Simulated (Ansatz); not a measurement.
**CoO: a fit and a missing row**

CoO, R-3m, a = 3.056 Å, c = 6.644 Å. This isn't the usual stable structure of the compound. Ansatz: PBEsol, PAW, 420 eV, Γ-centred 18×18×18 mesh on 2 atoms, Gaussian smearing 0.10 eV; collinear spin, largest moment 2.3 μB. Shape and atoms are relaxed at each volume; pressure is positive in compression.

```
V (Å³/atom) P (GPa)
      8.420    11.43
      8.688     5.14
      8.957     0.01
      9.226        ?
      9.494    -8.87
```

Take V0 = 8.957 Å³/atom, count pressures from its P0 = 0.01 GPa, fit the third-order Birch–Murnaghan form to the other rows, and predict the missing pressure.

With the Eulerian strain f = ½[(V0/V)^(2/3) − 1] and y = (P − P0)/[3f(1 + 2f)^(5/2)], the form is the line y = B0 + 1.5 B0 (B0′ − 4) f. Rows (f, y): 0.02104, 163.2; 0.01027, 158.3; -0.01904, 171.3. Means f = 0.004090, y = 164.27; Σ(Δf)² = 0.0008605, ΣΔfΔy = -0.2176; the slope is their ratio. y = 165.3 − 252.9 f GPa, so B0 = 165.3 GPa and B0′ = 4 + 2 × (-252.9)/(3 × 165.3) = 2.98. At V = 9.226, f = -0.00977, y = 167.77 and P = -4.67 GPa. The run gave -4.72 GPa, so the fit is 0.05 GPa too high, within the rms miss on the fitted rows (0.16 GPa).

The cell holds one magnetic atom, so it can only be ferromagnetic; an antiferromagnetic order may lie lower.